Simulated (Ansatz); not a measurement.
**Ta2N under changes of volume**

One of the cells (13.622 Å³/atom); the others are scaled copies at fixed shape and fractional positions:

```
CELL_PARAMETERS angstrom
3.11286 0.00000 0.00000
-1.55643 2.69582 0.00000
0.00000 0.00000 4.86984
ATOMIC_POSITIONS crystal
Ta 0.33333 0.66667 0.25471
Ta 0.66667 0.33333 0.74529
N 0.00000 0.00000 0.00000
```

The cell comes from a database or a generator and needn't be the stable form of this composition.

| Property | Result |
| --- | --- |
| Program | Ansatz 0.2.0 |
| Functional | PBEsol |
| Potentials or basis | Ansatz PAW polarizable |
| Cutoff | 420 eV (not typed: the program's choice for these potentials) |
| k mesh | 10 × 10 × 6 |
| Occupations | gaussian, width 0.1 eV |
| Spin | no spin polarisation |
| Hubbard terms | Ta d U = 2 eV |

| volume (Å³/atom) | energy over the lowest point (meV/atom) | pressure (GPa) | largest force (eV/Å) |
| --- | --- | --- | --- |
| 12.805 | 2.81 | 5.0 | 0.036 |
| 13.077 | 0.00 | -1.6 | 0.096 |
| 13.350 | ? | ? | ? |
| 13.622 | 25.07 | -12.7 | 0.327 |
| 13.895 | 50.83 | -17.4 | 0.427 |
| 14.167 | 84.18 | -21.7 | 0.518 |
| 14.439 | 124.30 | -25.4 | 0.600 |

Question: What does the run at 13.350 Å³/atom give?

Answer: Energy over the lowest point 7.79 meV/atom; pressure -7.5 GPa; largest force 0.217 eV/Å.

Worked out: A Birch-Murnaghan fit of order 3 (a polynomial in V^(-2/3)) to the other rows has its minimum at 13.01 Å³/atom with B0 = V·E''(V) = 305 GPa and B' = 4.3 at fixed shape and positions, which overstates the stiffness. It gives 7.81 meV/atom at 13.350 Å³/atom, against the run's 7.79, and -dE/dV = -7.5 GPa, against -7.5.

Energies are extrapolated to zero smearing.

Caveats: U without spin polarisation on a metal has little footing; the PAW data sets come from PBE, with cores solved anew for the run's functional, which leaves a small shift of forces and pressure.
